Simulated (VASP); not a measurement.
# Ba (Pm-3m) in VASP: a series of runs

The runs below take Ba through single point, with PBE.

Everything below comes from runs of VASP 6.6.1. Logs are shortened: lines on timing, memory, paths and dates and some standing lists are left out, and cuts for length are marked.

**1. The structure**

The structure is cubic, space group Pm-3m (No. 221). The conventional cell has a = 3.918 Å, b = 3.918 Å, c = 3.918 Å, α = 90.00°, β = 90.00°, γ = 90.00°. Ba (site symmetry m-3m) is surrounded by 6 Ba at 3.92 Å.

This isn't the form of Ba at room conditions, which is bcc.

**2. Single point, PBE**

INCAR reads:

```
PREC = Accurate
ENCUT = 550
EDIFF = 1E-6
ISMEAR = 1
SIGMA = 0.2
LREAL = F
LASPH = T
NELM = 100
ALGO = Normal
ISIF = 2
LWAVE = F
LCHARG = F
GGA = PE
ADDGRID = F
```

KPOINTS reads:

```
regular mesh
0
Gamma
  14 14 14
```

POSCAR reads:

```
Ba
1.0
    3.9177175405      0.0000000000      0.0000000000
    0.0000000000      3.9177175405      0.0000000000
    0.0000000000      0.0000000000      3.9177175405
Ba
1
Direct
    0.0000000000      0.0000000000      0.0000000000
```

Potentials or basis: VASP PAW PBE potentials, release 64 (Ba_sv).

Started as:

```
> cat potpaw_PBE.64/Ba_sv/POTCAR > POTCAR
> mpirun -np 1 vasp_std > vasp.out
```

OUTCAR:

```text
PREC = Accurate
   ENCUT = 550
   EDIFF = 1E-6
   ISMEAR = 1
   LREAL = F
   LASPH = T
   NELM = 100
   ISIF = 2
   GGA = PE

 Found    120 irreducible k-points:

 Following reciprocal coordinates:
            Coordinates               Weight
  0.000000  0.000000  0.000000      1.000000
  0.071429  0.000000  0.000000      6.000000
  0.142857  0.000000  0.000000      6.000000
  0.214286  0.000000  0.000000      6.000000
  0.285714  0.000000  0.000000      6.000000
  0.357143  0.000000  0.000000      6.000000
   k-points           NKPTS =    120   k-points in BZ     NKDIM =    120   number of bands    NBANDS=      9
   number of dos      NEDOS =    301   number of ions     NIONS =      1
   total plane-waves  NPLWV =  27000
   dimension x,y,z NGX =    30 NGY =   30 NGZ =   30
   dimension x,y,z NGXF=    60 NGYF=   60 NGZF=   60
   ions per type =               1
   NGX,Y,Z   is equivalent  to a cutoff of  12.73, 12.73, 12.73 a.u.
   NGXF,Y,Z  is equivalent  to a cutoff of  25.46, 25.46, 25.46 a.u.
 SYSTEM =  unknown system
   PREC   = accura    normal or accurate (medium, high low for compatibility)
   ISTART =      0    job   : 0-new  1-cont  2-samecut
   ICHARG =      2    charge: 1-file 2-atom 10-const
   ISPIN  =      1    spin polarized calculation?
   LNONCOLLINEAR =      F non collinear calculations
   LSORBIT =      F    spin-orbit coupling
   LASPH  =      T    aspherical Exc in radial PAW
   ENCUT  =  550.0 eV  40.42 Ry    6.36 a.u.   7.49  7.49  7.49*2*pi/ulx,y,z
   NELM   =    100;   NELMIN=  2; NELMDL= -5     # of ELM steps
   EDIFF  = 0.1E-05   stopping-criterion for ELM
   LREAL  =      F    real-space projection
   EDIFFG = 0.1E-04   stopping-criterion for IOM
   NSW    =      0    number of steps for IOM
   IBRION =     -1    ionic relax: 0-MD 1-quasi-New 2-CG
   NFREE  =      0    steps in history (QN), initial steepest desc. (CG)
   ISIF   =      2    stress and relaxation
   ISYM   =      2    0-nonsym 1-usesym 2-fastsym
   POTIM  = 0.5000    time-step for ionic-motion
   TEBEG  =    0.0;   TEEND  =   0.0 temperature during run
   PSTRESS=    0.0 pullay stress
   NELECT =      10.0000    total number of electrons
   NUPDOWN=      -1.0000    fix difference up-down
   EMIN   =  10.00;   EMAX   =-10.00  energy-range for DOS
   EFERMI =   0.00;   METHOD = LEGACY
   ISMEAR =     1;   SIGMA  =   0.20  broadening in eV -4-tet -1-fermi 0-gaus
   EFERMI_NEDOS =   21; number of points for ismear=-14 and -15
   IALGO  =     38    algorithm
   IMIX   =      4    mixing-type and parameters
     AMIX     =   0.40;   BMIX     =  1.00
     AMIX_MAG =   1.60;   BMIX_MAG =  1.00
  volume/ion in A,a.u.               =      60.13       405.78
  Fermi-wavevector in a.u.,A,eV,Ry     =   0.900275  1.701272 11.027448  0.810495
  Thomas-Fermi vector in A             =   2.023212
   LORBIT       =      0    0 simple, 1 ext, 2 COOP (PROOUT), +10 PAW based schemes
   GGA     = PE    functional components
   LHFCALC =     F    Hartree Fock is set to
   AEXX    =    0.0000 exact exchange contribution
   IVDW    =     0    specifies the selected vdW correction
   LEPSILON=     F    determine dielectric tensor
   LRPA    =     F    only Hartree local field effects (RPA)
 non-spin polarized calculation
 Methfessel and Paxton  Order N= 1 SIGMA  =   0.20
  energy-cutoff  :      550.00
  volume of cell :       60.13
 maximum number of plane-waves:      1791
 NGX is ok and might be reduce to    30
   NGX = 15   NGY = 15   NGZ = 15

 number of electron      10.0000001 magnetization

 Free energy of the ion-electron system (eV)
  ---------------------------------------------------
  ext. energy  EPLUGINS =         0.00000000
  ---------------------------------------------------
  free energy    TOTEN  =        -1.59499654 eV

  energy without entropy =       -1.60175274  energy(sigma->0) =       -1.59724861

 E-fermi :   1.7235     XC(G=0):  -7.5438

 val. band max:        1.7105092968   @ k =   0.5000   0.2143   0.0000
 cond. band min:       1.7447578401   @ k =   0.5000   0.5000   0.4286
 fundamental gap:      0.0342485433
 Fermi energy:         1.7235056209

 k-point     1 :       0.0000    0.0000    0.0000
  band No.  band energies     occupation
      1     -27.4117      2.00000
      2     -12.2244      2.00000
      3     -12.2244      2.00000
      4     -12.2244      2.00000
      5      -0.8508      2.00000
      6       1.7596      0.70010
      7       1.7596      0.70010
      8       6.7005      0.00000
      9       6.7005      0.00000

 k-point     2 :       0.0714    0.0000    0.0000
  band No.  band energies     occupation
      1     -27.4085      2.00000
      2     -12.2658      2.00000
      3     -12.2209      2.00000
      4     -12.2209      2.00000
      5      -0.7712      2.00000
      6       1.7842      0.51171
      7       1.8429      0.16286
      8       6.4846      0.00000
      9       6.4851      0.00000

 k-point     3 :       0.1429    0.0000    0.0000
  band No.  band energies     occupation
      1     -27.3996      2.00000
      2     -12.3793      2.00000
      3     -12.2111      2.00000
      4     -12.2111      2.00000
      5      -0.5489      2.00000
      6       1.8551      0.11138
      7       2.0786     -0.03079
      8       6.0086      0.00000
      9       6.0086      0.00000

 k-point     4 :       0.2143    0.0000    0.0000
  band No.  band energies     occupation
      1     -27.3867      2.00000
      2     -12.5372      2.00000
      3     -12.1969      2.00000
      4     -12.1969      2.00000
      5      -0.2240      2.00000
      6       1.9632     -0.07069
      7       2.4083     -0.00001
      8       5.4899     -0.00000
      9       5.4899     -0.00000

 k-point     5 :       0.2857    0.0000    0.0000
  band No.  band energies     occupation
      1     -27.3723      2.00000
      2     -12.7051      2.00000
      3     -12.1809      2.00000
      4     -12.1809      2.00000
      5       0.1589      2.00000
      6       2.0921     -0.02566
      7       2.6983     -0.00000
      8       5.0327     -0.00000
      9       5.0327     -0.00000

 k-point     6 :       0.3571    0.0000    0.0000
  band No.  band energies     occupation
      1     -27.3592      2.00000
      2     -12.8503      2.00000
      3     -12.1665      2.00000
      4     -12.1665      2.00000
      5       0.5563      2.00000
      6       2.2181     -0.00261
      7       2.7858     -0.00000
      8       4.6839     -0.00000
      9       4.6839     -0.00000

 [... further k-points ...]
[... 5 lines left out ...]
  --------------------------------------------------------------------------------------
  -------------------------------------------------------------------------------------
  Total        0.1136263      0.1136263      0.1136263      0.0000000      0.0000000     -0.0000000
  in kB        3.0275410      3.0275410      3.0275410      0.0000000      0.0000000     -0.0000000
  external PRESSURE =       3.0275410 kB  Pullay stress =       0.0000000 kB

 VOLUME and BASIS-vectors are now :
 -----------------------------------------------------------------------------
  energy-cutoff  :      550.00
  volume of cell :       60.13
      direct lattice vectors                 reciprocal lattice vectors
     3.917717540  0.000000000  0.000000000     0.255250663  0.000000000  0.000000000
     0.000000000  3.917717540  0.000000000     0.000000000  0.255250663  0.000000000
     0.000000000  0.000000000  3.917717540     0.000000000  0.000000000  0.255250663

 POSITION                                       TOTAL-FORCE (eV/Angst)
 -----------------------------------------------------------------------------------
      0.00000      0.00000      0.00000         0.000000      0.000000      0.000000
 -----------------------------------------------------------------------------------
    total drift:                                0.000000      0.000000     -0.000000

  FREE ENERGIE OF THE ION-ELECTRON SYSTEM (eV)
  ---------------------------------------------------
  free  energy   TOTEN  =        -1.5949965395 eV

  energy  without entropy=       -1.6017527369  energy(sigma->0) =       -1.59724861
```

Wall time 35 s (1 thread of Intel Xeon Platinum 8259CL at 2.50GHz (Skylake/Cascade Lake), shared host); peak memory 0.22 GiB.

These settings aren't checked as converged: the numbers below hold their error.

What came out:

```yaml
Free_energy: -1.5950 eV
Pressure: 0.3 GPa
Band_gap_on_the_k_mesh: none (metal or under the smearing width)
```

**3. Single point, PBE**

INCAR is that of step 2.

KPOINTS is that of step 2.

POSCAR reads:

```
Ba
1.0
    3.9784390000     -0.0454340000      0.0410850000
   -0.0454340000      3.9110040000      0.0402290000
    0.0410850000      0.0402290000      3.8659060000
Ba
1
Direct
   -0.0007550000      0.0095990000     -0.0077320000
```

Potentials or basis: VASP PAW PBE potentials, release 64 (Ba_sv).

Started as:

```
> cat potpaw_PBE.64/Ba_sv/POTCAR > POTCAR
> mpirun -np 1 vasp_std > vasp.out
```

It took 6.2 min on 1 thread of Intel Xeon Platinum 8259CL at 2.50GHz (Skylake/Cascade Lake), shared host; peak memory 0.91 GiB.

The run converged, but some of its settings lie outside the range that counts as converged, so its numbers aren't taken as properties of the crystal.

What came out:

```yaml
Free_energy: -1.5939 eV
Pressure: 0.3 GPa
Band_gap_on_the_k_mesh: none (metal or under the smearing width)
```

**4. Single point, PBE**

Edit INCAR of step 3 so:

```diff
@@ -1,2 +1,2 @@
-PREC = Accurate
+PREC = Low
 ENCUT = 550
```

KPOINTS is that of step 3.

POSCAR reads:

```
Ba
1.0
    3.9177175405      0.0000000000      0.0000000000
    0.0000000000      3.9177175405      0.0000000000
    0.0000000000      0.0000000000      3.9177175405
Ba
1
Direct
    0.0000000000      0.0000000000      0.0000000000
```

Started as:

```
> cat potpaw_PBE.64/Ba_sv/POTCAR > POTCAR
> mpirun -np 1 vasp_std > vasp.out
```

Run time: 15 s. Hardware: 1 thread of Intel Xeon Platinum 8259CL at 2.50GHz (Skylake/Cascade Lake), shared host; peak memory 0.17 GiB.

The run converged, but some of its settings lie outside the range that counts as converged, so its numbers aren't taken as properties of the crystal.

Results:

| Item | Value |
| --- | --- |
| Free energy | -1.5950 eV |
| Pressure | 0.3 GPa |
| Band gap on the k mesh | none (metal or under the smearing width) |

**5. Single point, PBE**

INCAR is that of step 4.

KPOINTS is that of step 4.

POSCAR reads:

```
Ba
1.0
    3.9784390000     -0.0454340000      0.0410850000
   -0.0454340000      3.9110040000      0.0402290000
    0.0410850000      0.0402290000      3.8659060000
Ba
1
Direct
   -0.0007550000      0.0095990000     -0.0077320000
```

Potentials or basis: VASP PAW PBE potentials, release 64 (Ba_sv).

Started as:

```
> cat potpaw_PBE.64/Ba_sv/POTCAR > POTCAR
> mpirun -np 1 vasp_std > vasp.out
```

OUTCAR:

```text
PREC = Low
   ENCUT = 550
   EDIFF = 1E-6
   ISMEAR = 1
   LREAL = F
   LASPH = T
   NELM = 100
   ISIF = 2
   GGA = PE

 Found   1376 irreducible k-points:

 Following reciprocal coordinates:
            Coordinates               Weight
  0.000000  0.000000  0.000000      1.000000
  0.071429  0.000000 -0.000000      2.000000
  0.142857 -0.000000 -0.000000      2.000000
  0.214286 -0.000000 -0.000000      2.000000
  0.285714 -0.000000 -0.000000      2.000000
  0.357143 -0.000000  0.000000      2.000000
   k-points           NKPTS =   1376   k-points in BZ     NKDIM =   1376   number of bands    NBANDS=      9
   number of dos      NEDOS =    301   number of ions     NIONS =      1
   total plane-waves  NPLWV =  13824
   dimension x,y,z NGX =    24 NGY =   24 NGZ =   24
   dimension x,y,z NGXF=    24 NGYF=   24 NGZF=   24
   ions per type =               1
   NGX,Y,Z   is equivalent  to a cutoff of  10.03, 10.20, 10.32 a.u.
   NGXF,Y,Z  is equivalent  to a cutoff of  10.03, 10.20, 10.32 a.u.
 SYSTEM =  unknown system
   PREC   = low       normal or accurate (medium, high low for compatibility)
   ISTART =      0    job   : 0-new  1-cont  2-samecut
   ICHARG =      2    charge: 1-file 2-atom 10-const
   ISPIN  =      1    spin polarized calculation?
   LNONCOLLINEAR =      F non collinear calculations
   LSORBIT =      F    spin-orbit coupling
   LASPH  =      T    aspherical Exc in radial PAW
   ENCUT  =  550.0 eV  40.42 Ry    6.36 a.u.   7.61  7.48  7.39*2*pi/ulx,y,z
   NELM   =    100;   NELMIN=  2; NELMDL= -5     # of ELM steps
   EDIFF  = 0.1E-05   stopping-criterion for ELM
   LREAL  =      F    real-space projection
   EDIFFG = 0.1E-04   stopping-criterion for IOM
   NSW    =      0    number of steps for IOM
   IBRION =     -1    ionic relax: 0-MD 1-quasi-New 2-CG
   NFREE  =      0    steps in history (QN), initial steepest desc. (CG)
   ISIF   =      2    stress and relaxation
   ISYM   =      2    0-nonsym 1-usesym 2-fastsym
   POTIM  = 0.5000    time-step for ionic-motion
   TEBEG  =    0.0;   TEEND  =   0.0 temperature during run
   PSTRESS=    0.0 pullay stress
   NELECT =      10.0000    total number of electrons
   NUPDOWN=      -1.0000    fix difference up-down
   EMIN   =  10.00;   EMAX   =-10.00  energy-range for DOS
   EFERMI =   0.00;   METHOD = LEGACY
   ISMEAR =     1;   SIGMA  =   0.20  broadening in eV -4-tet -1-fermi 0-gaus
   EFERMI_NEDOS =   21; number of points for ismear=-14 and -15
   IALGO  =     38    algorithm
   IMIX   =      4    mixing-type and parameters
     AMIX     =   0.40;   BMIX     =  1.00
     AMIX_MAG =   1.60;   BMIX_MAG =  1.00
  volume/ion in A,a.u.               =      60.13       405.78
  Fermi-wavevector in a.u.,A,eV,Ry     =   0.900275  1.701272 11.027447  0.810495
  Thomas-Fermi vector in A             =   2.023212
   LORBIT       =      0    0 simple, 1 ext, 2 COOP (PROOUT), +10 PAW based schemes
   GGA     = PE    functional components
   LHFCALC =     F    Hartree Fock is set to
   AEXX    =    0.0000 exact exchange contribution
   IVDW    =     0    specifies the selected vdW correction
   LEPSILON=     F    determine dielectric tensor
   LRPA    =     F    only Hartree local field effects (RPA)
 non-spin polarized calculation
 Methfessel and Paxton  Order N= 1 SIGMA  =   0.20
  energy-cutoff  :      550.00
  volume of cell :       60.13
 maximum number of plane-waves:      1784
   NGX = 15   NGY = 15   NGZ = 15

 number of electron      10.0000000 magnetization

 number of electron       9.9999961 magnetization

 Free energy of the ion-electron system (eV)
  ---------------------------------------------------
  ext. energy  EPLUGINS =         0.00000000
  ---------------------------------------------------
  free energy    TOTEN  =        -1.59381862 eV

  energy without entropy =       -1.60070474  energy(sigma->0) =       -1.59611400

 E-fermi :   1.7205     XC(G=0):  -7.5433

 val. band max:        1.6972690758   @ k =   0.2143   0.5000   0.1429
 cond. band min:       1.7249891822   @ k =   0.4286   0.4286   0.4286
 fundamental gap:      0.0277201064
 Fermi energy:         1.7205429222

 k-point     1 :       0.0000    0.0000    0.0000
  band No.  band energies     occupation
      1     -27.4112      2.00000
      2     -12.2634      2.00000
      3     -12.2190      2.00000
      4     -12.1863      2.00000
      5      -0.8506      2.00000
      6       1.7586      0.68429
      7       1.7666      0.62118
      8       6.6012      0.00000
      9       6.7422      0.00000

 k-point     2 :       0.0714    0.0000   -0.0000
  band No.  band energies     occupation
      1     -27.4086      2.00000
      2     -12.2996      2.00000
      3     -12.2162      2.00000
      4     -12.1834      2.00000
      5      -0.7739      2.00000
      6       1.7814      0.51070
      7       1.8399      0.16288
      8       6.4048      0.00000
      9       6.5022      0.00000
[... 37 lines left out ...]
 k-point     6 :       0.3571   -0.0000    0.0000
  band No.  band energies     occupation
      1     -27.3671      2.00000
      2     -12.8168      2.00000
      3     -12.1699      2.00000
      4     -12.1378      2.00000
      5       0.5118      2.00000
      6       2.1673     -0.00700
      7       2.6761     -0.00000
      8       4.7463     -0.00000
      9       4.8634     -0.00000

 [... further k-points ...]
[... 5 lines left out ...]
  --------------------------------------------------------------------------------------
  -------------------------------------------------------------------------------------
  Total       -0.0781852      0.1332237      0.2868693     -0.0498659      0.0396505      0.0436322
  in kB       -2.0832219      3.5497073      7.6435531     -1.3286641      1.0564756      1.1625673
  external PRESSURE =       3.0366795 kB  Pullay stress =       0.0000000 kB

 VOLUME and BASIS-vectors are now :
 -----------------------------------------------------------------------------
  energy-cutoff  :      550.00
  volume of cell :       60.13
      direct lattice vectors                 reciprocal lattice vectors
     3.978439000 -0.045434000  0.041085000     0.251416447  0.002948496 -0.002702616
    -0.045434000  3.911004000  0.040229000     0.002948496  0.255750771 -0.002692703
     0.041085000  0.040229000  3.865906000    -0.002702616 -0.002692703  0.258728319

 POSITION                                       TOTAL-FORCE (eV/Angst)
 -----------------------------------------------------------------------------------
      4.01577      0.03206      3.87745         0.000000     -0.000000      0.000000
 -----------------------------------------------------------------------------------
    total drift:                               -0.000068      0.000534     -0.000399

  FREE ENERGIE OF THE ION-ELECTRON SYSTEM (eV)
  ---------------------------------------------------
  free  energy   TOTEN  =        -1.5938186246 eV

  energy  without entropy=       -1.6007047371  energy(sigma->0) =       -1.59611400
```

It took 2.6 min on 1 thread of Intel Xeon Platinum 8259CL at 2.50GHz (Skylake/Cascade Lake), shared host; peak memory 0.85 GiB.

The run converged, but some of its settings lie outside the range that counts as converged, so its numbers aren't taken as properties of the crystal.

Results:

| Quantity | Value |
| --- | --- |
| Free energy | -1.5938 eV |
| Pressure | 0.3 GPa |
| Band gap on the k mesh | none (metal or under the smearing width) |

**6. For comparison**

An earlier run on the cell as given: functional PBE; potentials or basis VASP PAW PBE potentials, release 64 (Ba_sv); cutoff 520 eV; k mesh 7 × 7 × 7; occupations fermi-dirac, width 0.05 eV; no spin polarisation.

- Pressure: 0.4 GPa
- Band gap on the k mesh: 0.15 eV, indirect (least direct gap 0.22 eV)
